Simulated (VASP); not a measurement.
Runs of VASP 6.6.1 on La. The structure is cubic, space group Pm-3m (No. 221). The conventional cell has a = 3.319 Å, b = 3.319 Å, c = 3.319 Å, α = 90.00°, β = 90.00°, γ = 90.00°. Around La (site symmetry m-3m) lie 6 La at 3.32 Å. The cell was built by a generator and needn't be a form met in nature.

| task | level | potentials or basis | U | cell | k mesh | cutoff (eV) | smearing | optimiser | gap on the mesh (eV) | pressure (GPa) | relaxed volume (Å³/atom) |
| --- | --- | --- | --- | --- | --- | --- | --- | --- | --- | --- | --- |
| single point | PBE | VASP PAW PBE potentials, release 64 (La) | - | as given | 8 × 8 × 8 | 520 | fermi-dirac 0.05 eV | - | none | (a) | - |
| relaxation of cell and atoms | PBEsol | VASP PAW PBE potentials, release 64 (La) | - | relaxed | 8 × 8 × 8 | 600 | methfessel-paxton 0.2 eV | - | none | 0.0 | 33.74 |
| relaxation of cell and atoms | PBE | VASP PAW PBE potentials, release 64 (La) | - | relaxed | 8 × 8 × 8 | 600 | methfessel-paxton 0.2 eV | - | none | 0.0 | 36.61 |
| relaxation of the atoms | PBE+U | VASP PAW PBE potentials, release 64 (La_GW) | La f U = 6 eV | atoms relaxed from: cell strained at random at fixed volume | 6 × 6 × 6 | 550 | methfessel-paxton 0.2 eV | vasp | none | 2.0 | - |

Alike in all rows: no spin polarisation.

**Question.** Fill in the values left out.

**Answer.** (a) 0.2.

Caveats: the PAW data sets were made with another functional, which shifts forces and pressure a little (some runs); the relaxation stopped at its first step, so nothing moved (some runs); U without spin polarisation on a metal has little footing (some runs); the U is typed as a test and isn't derived for this compound (some runs).

A k mesh can miss the band edges, and the runs leave out spin-orbit coupling on La.

A gap of «none» marks a metal or a gap under the smearing width.
